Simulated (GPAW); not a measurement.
Wanted: an ASE script for a GPAW 26.7.0 run.

- Task: relaxation of cell and atoms
- Functional: PBEsol
- Potentials or basis: PAW data sets generated in the run's folder for this functional
- Cutoff: 800 eV
- Basis: pw
- k mesh: 4 × 4 × 7
- Occupations: fermi-dirac, width 0.05 eV
- Spin: no spin polarisation
- Target pressure: 10 GPa
- Maxiter: 150
- Optimizer: BFGS
- Fmax: 0.02 eV/Å
- Max steps: 60
- Target pressure: 10 GPa
- Convergence: density=1e-05 forces=0.0001

Crystal: SiO2.

```
Si O
1.0
     4.23317    0.00000    0.00000
     0.00000    4.23317    0.00000
     0.00000    0.00000    2.69349
Si O
2 4
Direct
  0.00000 0.00000 0.00000
  0.50000 0.50000 0.50000
  0.80684 0.19316 0.50000
  0.30684 0.30684 0.00000
  0.19316 0.80684 0.50000
  0.69316 0.69316 0.00000
```

The cell comes from a database or a generator and needn't be the stable form of this composition.

These files were run (other wordings do the same):

run.py

```python
from ase import Atoms
from ase.filters import FrechetCellFilter
from ase.io import write
from ase.optimize import BFGS
from ase.units import GPa
from gpaw import GPAW, PW, setup_paths

setup_paths.insert(0, '.')

atoms = Atoms(['Si', 'Si', 'O', 'O', 'O', 'O'],
              cell=[[4.233169, 0.0, 0.0],
                    [0.0, 4.233169, 0.0],
                    [0.0, 0.0, 2.693495]],
              scaled_positions=[[0.0, 0.0, 0.0],
                                [0.5, 0.5, 0.5],
                                [0.806839, 0.193161, 0.5],
                                [0.306839, 0.306839, 0.0],
                                [0.193161, 0.806839, 0.5],
                                [0.693161, 0.693161, 0.0]],
              pbc=True)

calc = GPAW(mode=PW(800),
            xc='PBEsol',
            kpts={'size': (4, 4, 7), 'gamma': True},
            occupations={'name': 'fermi-dirac', 'width': 0.05},
            nbands=30,
            convergence={'density': 1e-05, 'forces': 0.0001},
            maxiter=150,
            txt='gpaw.txt')
atoms.calc = calc
opt = BFGS(FrechetCellFilter(atoms, scalar_pressure=10 * GPa), trajectory='relax.traj', logfile='-')
done = opt.run(fmax=0.02, steps=60)
calc.write('gs.gpw')
write('result.traj', atoms)
print('Converged:', done)
print('Cell:', atoms.cell.cellpar().round(4))
print('Volume:', round(atoms.get_volume(), 4))
print(atoms.get_scaled_positions().round(5))
```

Potentials or basis: PAW data sets generated in the run's folder for this functional, pw.

Launch:

```bash
$ gpaw-setup -f PBEsol O Si
$ OMP_NUM_THREADS=1 python run.py
```

Results of the run:

| Property | Result |
| --- | --- |
| Relaxed volume | 7.70 Å³/atom |
| Relaxed cell | a = 4.156 Å, b = 4.156 Å, c = 2.675 Å, α = 90.00°, β = 90.00°, γ = 90.00° |
| Space group after relaxing (to 0.05 Å) | P4_2/mnm (No. 136) |
| Energy change on relaxing (the enthalpy is what falls) | +7.1 meV/atom |
| Ionic steps | 9 |
| Pressure after relaxing | 10.0 GPa |
| Largest force after relaxing | 0.011 eV/Å |
| Band gap on the k mesh | 5.66 eV, direct |

Caveat: later steps reuse the first step's grids.

It took 4.2 min on 1 thread of Intel(R) Xeon(R) 6975P-C (Granite Rapids), on a shared host, peak memory 0.32 GiB.
